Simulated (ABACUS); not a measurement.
A run of ABACUS 3.10.1 is set up as follows.

File INPUT:

```
INPUT_PARAMETERS
suffix              Cl
calculation         cell-relax
basis_type          pw
pseudo_dir          ./
symmetry            1
dft_functional      pbe
ecutwfc             58
pseudo_rcut         7
nspin               1
nbands              18
ks_solver           dav
smearing_method     fd
smearing_sigma      0.00367493
scf_thr             1e-08
scf_nmax            100
mixing_type         broyden
mixing_beta         0.7
cal_force           1
cal_stress          1
relax_nmax          60
force_thr_ev        0.01
relax_method        cg
out_stru            1
stress_thr          1
press1              200
press2              200
press3              200
kpar                4
```

Contents of STRU:

```
ATOMIC_SPECIES
Cl 35.4500 Cl.upf

LATTICE_CONSTANT
7.3075308520

LATTICE_VECTORS
0.8132964174 -0.5818495832 0.0000000000
0.8132964174 0.5818495832 0.0000000000
0.0000000000 0.0000000000 2.1231044791

ATOMIC_POSITIONS
Cartesian

Cl
0.0
4
0.8132964174 0.1512808916 0.8492417916 1 1 1
0.8132964174 0.4305686916 1.9107940312 1 1 1
0.8132964174 -0.1512808916 1.2738626875 1 1 1
0.8132964174 -0.4305686916 0.2123104479 1 1 1
```

Contents of KPT:

```
K_POINTS
0
Gamma
5 5 3 0 0 0
```

Potentials or basis: PseudoDojo NC SR 0.4.1 PBE standard, plane waves.

The run is started by

```console
$ OMP_NUM_THREADS=1 mpirun -np 4 abacus > log
```

Q: Estimate the relaxed cell.

A: a = 3.156 Å, b = 3.156 Å, c = 7.434 Å, α = 90.00°, β = 90.00°, γ = 66.23°.

Q: Predict the relaxed volume.

A: 16.94 Å³/atom.

Step by step:
```tsv
step	energy change (eV)	largest force (eV/Å)	pressure (GPa)	volume (Å³)
1	0.0000	0.0942	0.59	116.19
2	5.9889	14.4963	61.04	65.01
3	0.9146	4.1131	13.26	90.45
4	1.4118	5.4359	18.24	85.41
5	4.7903	1.2293	52.00	54.31
6	1.8615	1.6758	24.48	68.17
7	2.0962	1.2347	26.62	66.00
8	3.1229	0.3844	36.13	59.98
9	1.4698	0.8690	12.79	71.29
10	1.5285	0.8262	13.75	70.60
11	1.5285	0.8258	13.75	70.60
12	1.5285	0.8268	13.76	70.60
13	2.1869	1.0459	27.93	65.04
14	1.7382	0.1468	19.79	67.82
15	1.7784	0.1006	20.66	67.48
16	1.7146	0.0903	20.18	67.90
17	1.6013	0.1485	19.32	68.74
18	1.6370	0.0278	19.43	68.37
19	1.6886	0.1037	19.64	67.93
20	1.7610	0.0518	20.82	67.33
21	1.7440	0.0456	20.55	67.47
22	1.7401	0.0514	20.43	67.48
23	1.7349	0.0664	20.16	67.51
24	1.7150	0.0447	20.04	67.66
25	1.6931	0.0186	19.90	67.83
26	1.7073	0.0206	20.12	67.72
27	1.7052	0.0190	20.09	67.73
28	1.7027	0.0177	19.99	67.75
29	1.7027	0.0140	20.00	67.75
30	1.7031	0.0063	20.05	67.75
```

Caveat: the volume moved by over 15 % at a fixed basis, so the end points are rough.
